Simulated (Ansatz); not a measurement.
## Relativistic treatment of TaN

```
Ta N
1.0
     0.00000    2.17900    2.17900
     2.17900    0.00000    2.17900
     2.17900    2.17900    0.00000
Ta N
1 1
Direct
  0.50000 0.50000 0.50000
  0.00000 0.00000 0.00000
```

Atoms are numbered in the order listed.

The cell comes from COD entry 2310957, which wasn't checked; take it as a given geometry.

One fixed cell is solved with PBE by all-electron LAPW in Ansatz 0.2.0 under different relativistic treatments. Pressure is positive in compression.

Spin–orbit coupling is left out, though it moves levels of the heavy atoms by tenths of an eV or more.

Settings: a Γ-centred 9×9×9 k mesh, Fermi–Dirac smearing of 0.02 eV, basis error target 0.5 meV/atom, no spin polarisation.

Order the settings by the pressure that they give at this fixed cell, lowest first.
A. scalar-relativistic, inner shells corrected to Dirac
B. scalar-relativistic

B (14.51 GPa), A (14.62 GPa).

```csv
setting,P (GPa)
scalar-relativistic,14.51
"scalar-relativistic, inner shells corrected to Dirac",14.62
```
